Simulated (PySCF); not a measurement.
The system is PbS (Galena).

```
Pb S
1.0
     0.00000    2.96575    2.96575
     2.96575    0.00000    2.96575
     2.96575    2.96575    0.00000
Pb S
1 1
Direct
  0.00000 0.00000 0.00000
  0.50000 0.50000 0.50000
```

Base run:

```yaml
Program: PySCF 2.14.0
Functional: PBE
Potentials_or_basis: DZVP-MOLOPT-SR/GTH-PBE (potentials made for PBE)
k_mesh: 8 × 8 × 8
Occupations: fermi-dirac, width 0.05 eV
Spin: no spin polarisation
```

Its results: band gap on the k mesh 0.36 eV, direct.

**Question.** The run is repeated on the same cell with these changes: functional from PBE to PBEsol. What comes out?

**Answer.** Band gap on the k mesh 0.23 eV, direct.

Caveats: spin-orbit coupling is left out, which as a rule narrows the gap of such compounds by several tenths of an eV; the basis of atomic orbitals isn't converged, which shifts pressures, moduli and gaps.

A k mesh can miss the band edges.

Not every run made on this cell is shown here.
